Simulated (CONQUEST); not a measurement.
The system is CsPbBr3.

```
CELL_PARAMETERS angstrom
5.87000 0.00000 0.00000
0.00000 5.87000 0.00000
0.00000 0.00000 5.87000
ATOMIC_POSITIONS crystal
Pb 0.50000 0.50000 0.50000
Cs 0.00000 0.00000 0.00000
Br 0.00000 0.50000 0.50000
Br 0.50000 0.00000 0.50000
Br 0.50000 0.50000 0.00000
```

Measurements of this composition are mostly on another form, of space group No. 62.

* Program: CONQUEST 1.3
* Task: single point
* Functional: PBEsol
* Potentials or basis: PseudoDojo NC PBEsol, DZP, grid cutoff 120 Ha
* k mesh: 5 × 5 × 5
* Occupations: fermi-dirac, width 0.05 eV
* Spin: no spin polarisation

On this cell: pressure 0.1 GPa; largest force zero by symmetry; band gap on the k mesh 2.63 eV, direct.

The same run follows on a disturbed copy (atoms moved at random, drawn with an rms of 0.05 Å):

```
CELL_PARAMETERS angstrom
5.87000 0.00000 0.00000
0.00000 5.87000 0.00000
0.00000 0.00000 5.87000
ATOMIC_POSITIONS crystal
Pb 0.49965 0.49350 0.50357
Cs 0.99438 0.99903 0.00335
Br 0.98857 0.50890 0.49351
Br 0.50401 0.00311 0.49594
Br 0.49411 0.49130 0.99381
```

Question: What changes?

Answer: The energy moves by +2.7 meV/atom; pressure 0.2 GPa; largest force 0.252 eV/Å; band gap on the k mesh 2.56 eV, direct.

Forces in eV/Å, atoms in the order of the input:
```
Pb  -0.169  0.134 -0.129
Cs  -0.007 -0.002  0.006
Br   0.199  0.007 -0.007
Br  -0.009 -0.145 -0.007
Br  -0.010  0.002  0.152
```

The forces don't sum to zero, so they hold noise of the program's grid.

Caveats: spin-orbit coupling is left out, which as a rule narrows the gap of such compounds by several tenths of an eV; an odd mesh through Γ misses points on the zone boundary, where band edges often lie; the basis of atomic orbitals isn't converged, which shifts pressures, moduli and gaps.
